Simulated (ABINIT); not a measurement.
# Quasiparticle gap of CdSe (Cadmoselite) in ABINIT

How does a plane-wave GW calculation on CdSe (Cadmoselite) run from the first input to the gap?

Calculated with ABINIT 10.8.3; PBE and many-body steps on it, plane waves.

The database entry behind the starting cell differs from later determinations by our own check (inner coordinate of an old entry), so it need not match the best structure at ambient conditions.

### 1. Starting point

The structure is hexagonal, space group P6_3mc (No. 186). Conventional cell: a = 4.300 Å, b = 4.300 Å, c = 7.020 Å, α = 90.00°, β = 90.00°, γ = 120.00°. Nearest to Cd lie 4 Se at 2.61 to 2.70 Å. Se has 4 Cd at 2.61 to 2.70 Å nearest. Farther neighbours and most contacts between anions are not listed.

Structure file:

```cif
data_structure
_symmetry_space_group_name_H-M 'P 1'
_symmetry_Int_Tables_number 1
_cell_length_a 4.3000
_cell_length_b 4.3000
_cell_length_c 7.0200
_cell_angle_alpha 90.000
_cell_angle_beta 90.000
_cell_angle_gamma 120.000
_cell_volume 112.41
loop_
_atom_site_label
_atom_site_type_symbol
_atom_site_fract_x
_atom_site_fract_y
_atom_site_fract_z
_atom_site_occupancy
Cd1 Cd 0.33333 0.66667 0.00000 1
Cd2 Cd 0.66667 0.33333 0.50000 1
Se3 Se 0.33333 0.66667 0.38500 1
Se4 Se 0.66667 0.33333 0.88500 1
```

The cell and positions come from the Crystallography Open Database and are kept as given unless a step says otherwise.

### 2. Ground state

This step: ABINIT 10.8.3; DFT, PBE, plane waves, norm-conserving pseudopotentials.

The ground-state density comes first.

Contents of run.abi:

```
acell 3*1.0 Angstrom
rprim 
  4.300000000016 -0.000000000004 0.000000000000
  -2.150000000005 3.723909236288 0.000000000000
  0.000000000000 0.000000000000 7.020000000000
ntypat 2
znucl 48 34
natom 4
typat 1 1 2 2
xred 
  0.333333333333 0.666666666667 0.000000000000
  0.666666666667 0.333333333333 0.500000000000
  0.333333333333 0.666666666667 0.385000000000
  0.666666666667 0.333333333333 0.885000000000
pp_dirpath "pseudos"
pseudos "Cd.upf, Se.upf"
ecut 48
ngkpt 3 3 2
nshiftk 1
shiftk 0 0 0
kptopt 1
chksymbreak 0
nband 50
occopt 1
tolvrs 1e-08
nstep 60
prtwf 0
optforces 0
optstress 0
indata_prefix "in"
outdata_prefix "out"
tmpdata_prefix "tmp"
```

The run is started by

```
$ OMP_NUM_THREADS=1 mpirun -n 6 abinit run.abi > log
```

Numbers of over 12 decimals in the logs are rounded to 6 here.

Log:

```text
.Version 10.8.3 of ABINIT. v10.8.2 released Aug 2026.

 Symmetries : space group P6_3 m c (#186); Bravais hP (primitive hexag.)
================================================================================
 Values of the parameters that define the memory need of the present run
     intxc =       0    ionmov =       0      iscf =       7    lmnmax =       6
     lnmax =       6     mgfft =      90  mpssoang =       3    mqgrid =    4138
     natom =       4  nloc_mem =       1    nspden =       1   nspinor =       1
    nsppol =       1      nsym =      12    n1xccc =    2501    ntypat =       2
    occopt =       1   xclevel =       2
-    mband =          50        mffmem =           1         mkmem =           1
       mpw =       12050          nfft =      262440          nkpt =           6
================================================================================
  Rough estimation (10% accuracy) of disk space for files :
================================================================================

--------------------------------------------------------------------------------
------------- Echo of variables that govern the present computation ------------
--------------------------------------------------------------------------------
 -outvars: echo values of preprocessed input variables --------
            acell      1.8897261259E+00  1.8897261259E+00  1.8897261259E+00 Bohr

      chksymbreak           0
             ecut      4.80000000E+01 Hartree
-          fftalg         312

              ixc     -101130
              kpt      0.00000000E+00  0.00000000E+00  0.00000000E+00
                       3.33333333E-01  0.00000000E+00  0.00000000E+00
                       3.33333333E-01  3.33333333E-01  0.00000000E+00
                       0.00000000E+00  0.00000000E+00  5.00000000E-01
                       3.33333333E-01  0.00000000E+00  5.00000000E-01
                       3.33333333E-01  3.33333333E-01  5.00000000E-01
         kptrlatt        3    0    0      0    3    0      0    0    2
          kptrlen      2.43774670E+01
P           mkmem           1
            natom           4
            nband          50
            ngfft          54      54      90
             nkpt           6
            nstep          60
             nsym          12
           ntypat           2
              occ      2.000000  2.000000  2.000000  2.000000  2.000000  2.000000
                       2.000000  2.000000  2.000000  2.000000  2.000000  2.000000
                       2.000000  2.000000  2.000000  2.000000  2.000000  2.000000
                       2.000000  2.000000  2.000000  2.000000  2.000000  2.000000
                       2.000000  2.000000  2.000000  2.000000  2.000000  2.000000
                       2.000000  2.000000  2.000000  2.000000  2.000000  2.000000
                       2.000000  2.000000  2.000000  2.000000  2.000000  2.000000
                       2.000000  2.000000  0.000000  0.000000  0.000000  0.000000
                       0.000000  0.000000
        optforces           0
        optstress           0
            prtwf           0
            rprim      4.3000000000E+00 -4.0000000000E-12  0.0000000000E+00
                      -2.1500000000E+00  3.7239092363E+00  0.0000000000E+00
                       0.0000000000E+00  0.0000000000E+00  7.0200000000E+00
          spgroup         186

           tolvrs      1.00000000E-08

             xred      3.3333333333E-01  6.6666666667E-01  0.0000000000E+00
                       6.6666666667E-01  3.3333333333E-01  5.0000000000E-01
                       3.3333333333E-01  6.6666666667E-01  3.8500000000E-01
                       6.6666666667E-01  3.3333333333E-01  8.8500000000E-01
            znucl       48.00000   34.00000

================================================================================

 chkinp: Checking input parameters for consistency.

================================================================================
== DATASET  1 ==================================================================
-   mpi_nproc: 6, omp_nthreads: 1 (-1 if OMP is not activated)

--- !DatasetInfo
iteration_state: {dtset: 1, }
dimensions: {natom: 4, nkpt: 6, mband: 50, nsppol: 1, nspinor: 1, nspden: 1, mpw: 12050, }
cutoff_energies: {ecut:  48.0, pawecutdg:  -1.0, }
electrons: {nelect:   8.80000000E+01, charge:   0.00000000E+00, occopt:   1.00000000E+00, tsmear:   1.00000000E-02, }

 Real(R)+Recip(G) space primitive vectors, cartesian coordinates (Bohr,Bohr^-1):
 R(1)=  8.1258223  0.0000000  0.0000000  G(1)=  0.1230645  0.0710513  0.0000000
 R(2)= -4.0629112  7.0371686  0.0000000  G(2)=  0.0000000  0.1421026  0.0000000
 R(3)=  0.0000000  0.0000000 13.2658774  G(3)=  0.0000000  0.0000000  0.0753814
 Unit cell volume ucvol=  7.5857977E+02 bohr^3
 Angles (23,13,12)=  9.00000000E+01  9.00000000E+01  1.20000000E+02 degrees

 getcut: wavevector=  0.0000  0.0000  0.0000  ngfft=  54  54  90
         ecut(hartree)=     48.000   => boxcut(ratio)=   2.13128

--- Pseudopotential description ------------------------------------------------
- Cd Generated using ONCVPSP code by D. R. Hamann
- 48.00000  20.00000  171031                  znucl, zion, pspdat
12 -101130 2 -1 1368                          pspcod,pspxc,lmax,lloc,mmax
     nproj     2     2     2
  pspatm : epsatm=   19.67729986
         --- l  ekb(1:nproj) -->
[...]
pspatm: atomic psp has been read  and splines computed

- Se Generated using ONCVPSP code by D. R. Hamann
- 34.00000  24.00000  171031                  znucl, zion, pspdat
12 -101130 2 -1 1214                          pspcod,pspxc,lmax,lloc,mmax
     nproj     2     2     2
  pspatm : epsatm=   25.39064422
         --- l  ekb(1:nproj) -->
[...]
pspatm: atomic psp has been read  and splines computed

   7.93195816E+03                                ecore*ucvol(ha*bohr**3)
--------------------------------------------------------------------------------

_setup2: Arith. and geom. avg. npw (full set) are   12041.611   12041.595

================================================================================

--- !BeginCycle
iteration_state: {dtset: 1, }
solver: {iscf: 7, nstep: 60, nline: 4, wfoptalg: 0, }
tolerances: {tolvrs: 1.00E-08, }

     iter   Etot(hartree)      deltaE(h)  residm     vres2
 ETOT  1  -1021.1189753666    -1.021E+03 2.040E+00 5.316E+03
 ETOT  2  -1026.1012597174    -4.982E+00 9.539E-02 6.974E+03
 ETOT  3  -1026.8588868838    -7.576E-01 8.759E-03 7.897E+02
 ETOT  4  -1026.9046999669    -4.581E-02 1.145E-02 2.983E+02
 ETOT  5  -1026.9313219209    -2.662E-02 1.781E-03 1.873E+01
 ETOT  6  -1026.9330519126    -1.730E-03 9.795E-04 6.568E-02
 ETOT  7  -1026.9330501092     1.803E-06 4.540E-04 7.931E-02
 ETOT  8  -1026.9330573603    -7.251E-06 1.277E-04 3.231E-03
 ETOT  9  -1026.9330575492    -1.889E-07 1.045E-04 1.810E-03
 ETOT 10  -1026.9330577309    -1.817E-07 2.360E-05 2.816E-06
 ETOT 11  -1026.9330577311    -1.846E-10 2.360E-05 1.571E-07
 ETOT 12  -1026.9330577312    -5.821E-11 5.325E-06 1.046E-08
 ETOT 13  -1026.9330577312    -1.819E-11 5.321E-06 1.070E-09

 At SCF step   13       vres2   =  1.07E-09 < tolvrs=  1.00E-08 =>converged.

--- !ResultsGS
iteration_state: {dtset: 1, }
comment   : Summary of ground state results
lattice_vectors:
- [  8.1258223,  -0.0000000,   0.0000000, ]
- [ -4.0629112,   7.0371686,   0.0000000, ]
- [  0.0000000,   0.0000000,  13.2658774, ]
lattice_lengths: [   8.12582,    8.12582,   13.26588, ]
lattice_angles: [ 90.000,  90.000, 120.000, ] # degrees, (23, 13, 12)
lattice_volume:   7.5857977E+02
convergence: {deltae: -1.819E-11, res2:  1.070E-09, residm:  5.321E-06, diffor:  0.000E+00, }
etotal    :  -1.02693306E+03
entropy   :   0.00000000E+00
fermie    :   1.80438429E-01
cartesian_stress_tensor: null
pressure_GPa: null
xred      :
- [  3.3333E-01,   6.6667E-01,   0.0000E+00, Cd]
- [  6.6667E-01,   3.3333E-01,   5.0000E-01, Cd]
- [  3.3333E-01,   6.6667E-01,   3.8500E-01, Se]
- [  6.6667E-01,   3.3333E-01,   8.8500E-01, Se]
cartesian_forces: null
force_length_stats: {min: null, max: null, mean: null, }

 Integrated electronic density in atomic spheres:
 ------------------------------------------------
 Atom  Sphere_radius  Integrated_density
[...]
4        2.00000         21.26023256
================================================================================

 ----iterations are completed or convergence reached----

 Mean square residual over all n,k,spin=   19.528E-09; max=  53.209E-07
 reduced coordinates (array xred) for    4 atoms
       0.333333333333      0.666666666667      0.000000000000
       0.666666666667      0.333333333333      0.500000000000
       0.333333333333      0.666666666667      0.385000000000
       0.666666666667      0.333333333333      0.885000000000
 rms dE/dt=  0.0000E+00; max dE/dt=  0.0000E+00; dE/dt below (all hartree)
    1       0.000000000000      0.000000000000      0.000000000000
    2       0.000000000000      0.000000000000      0.000000000000
    3       0.000000000000      0.000000000000      0.000000000000
    4       0.000000000000      0.000000000000      0.000000000000

 cartesian coordinates (angstrom) at end:
    1      2e-12     2.482606     0.000000
    2      2.150000     1.241303     3.510000
    3      2e-12     2.482606     2.702700
    4      2.150000     1.241303     6.212700
 length scales=  1.889726125908  1.889726125908  1.889726125908 bohr
              =  1.000000000000  1.000000000000  1.000000000000 angstroms
 prteigrs : about to open file out_EIG
 Fermi (or HOMO) energy (hartree) =   0.18044   Average Vxc (hartree)=  -0.34207
 Eigenvalues (hartree) for nkpt=   6  k points:
 kpt#   1, nband= 50, wtk=  0.05556, kpt=  0.0000  0.0000  0.0000 (reduced coord)
  -7.42604   -7.42604   -5.20168   -5.20167   -5.20152   -5.20152   -5.20152   -5.20152
  -3.55840   -3.55840   -2.12719   -2.12716   -2.12690   -2.12690   -2.12687   -2.12687
  -1.53281   -1.53281   -1.53275   -1.53275   -1.53275   -1.53275   -1.53262   -1.53262
  -1.53262   -1.53262   -0.28211   -0.26857   -0.11279   -0.11279   -0.11075   -0.11075
  -0.11068   -0.09993   -0.09993   -0.09759   -0.09759   -0.08719    0.02415    0.15399
   0.15399    0.17981    0.18044    0.18044    0.20533    0.25722    0.39574    0.39574
   0.40515    0.43673
 prteigrs : prtvol=0 or 1, do not print more k-points.

--- !EnergyTerms
iteration_state     : {dtset: 1, }
comment             : Components of total free energy in Hartree
kinetic             :  4.16220859154808E+02
hartree             :  4.20966668625159E+02
xc                  : -1.06097380578650E+02
Ewald energy        : -4.55605121140464E+02
psp_core            :  1.04563270294379E+01
local_psp           : -1.16017255697652E+03
non_local_psp       : -1.52701853844941E+02
total_energy        : -1.02693305773117E+03
total_energy_eV     : -2.79442720826892E+04
band_energy         : -1.64389569196071E+02

== END DATASET(S) ==============================================================
================================================================================

 -outvars: echo values of variables after computation  --------
           etotal     -1.0269330577E+03
            nband          50
             nkpt           6
          spgroup         186
 [... the other variables as echoed above ...]

 Calculation completed.
```

It took 70 s on 6 MPI ranks of Arm Neoverse N1, shared host; peak memory 0.9 GiB; 7 min of CPU time.

Numbers from this step:

```
total energy               : -27944.2721 eV
gap                        : 0.6773 eV
k of the valence top       : 0, 0, 0
k of the conduction bottom : 0, 0, 0
least direct gap           : 0.6773 eV
```

The gap is direct, at Γ.

(Part 1 of 3 ends here.)

[Paths, hosts, dates, memory and timing lines, banners, echoed tables and standing remarks are left out of the program output.]

[Logs are printed without paths, hosts, clocks, repeated set-up lines and the standing remarks that a program may print on its own settings, such as how far it seeks lower states.]

[Runs of the session that timed out or met a known fault of the program may be left out.]

[Hosts, paths, dates, database ids (printed as entryN), source tags and the programs' standing remarks are cut or masked in the printed files.]

[G0W0 gaps are taken among the corrected bands and points alone; a level outside them can change the order at an edge.]

[Where Ansatz stands beside ABINIT at settings called matched, ABINIT's density can come from a denser mesh and the files from another edition; pairs whose starting gaps differed by over 0.03 eV were left out, so agreement reads better than it is.]
